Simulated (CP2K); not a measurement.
# AlRu under changes of volume

One of the cells (13.387 Å³/atom); the others are scaled copies at fixed shape and fractional positions:

```
Ru Al
1.0
     2.99160    0.00000    0.00000
     0.00000    2.99160    0.00000
     0.00000    0.00000    2.99160
Ru Al
1 1
Direct
  0.50000 0.50000 0.50000
  0.00000 0.00000 0.00000
```

```yaml
Program: CP2K 2026.2
Functional: PBEsol
Potentials_or_basis: POTENTIAL_UZH Ru GTH-PBE-q16, Al GTH-PBE-q3; TZVP-MOLOPT-PBE-GTH basis
Density_cutoff: 6123 eV
k_mesh: 9 × 9 × 9
Occupations: fermi-dirac, width 0.05 eV
Spin: no spin polarisation
```

```tsv
volume (Å³/atom)	energy over the lowest point (meV/atom)	pressure (GPa)
12.584	33.37	14.6
12.851	13.75	9.1
13.119	?	?
13.387	0.00	-0.4
13.655	4.16	-4.4
13.922	14.69	-8.0
14.190	30.92	-11.2
```

**Question.** What does the run at 13.119 Å³/atom give?

**Answer.** Energy over the lowest point 2.92 meV/atom; pressure 4.1 GPa.

Worked out: A Birch-Murnaghan fit of order 3 (a polynomial in V^(-2/3)) to the other rows has its minimum at 13.36 Å³/atom with B0 = V·E''(V) = 214 GPa and B' = 4.5. It gives 2.91 meV/atom at 13.119 Å³/atom, against the run's 2.92, and -dE/dV = 4.0 GPa, against 4.1.

Energies are extrapolated to zero smearing.

Caveats: the potentials were made for another functional, which shifts forces and pressure; the basis of atomic orbitals isn't converged, which shifts pressures, moduli and gaps.
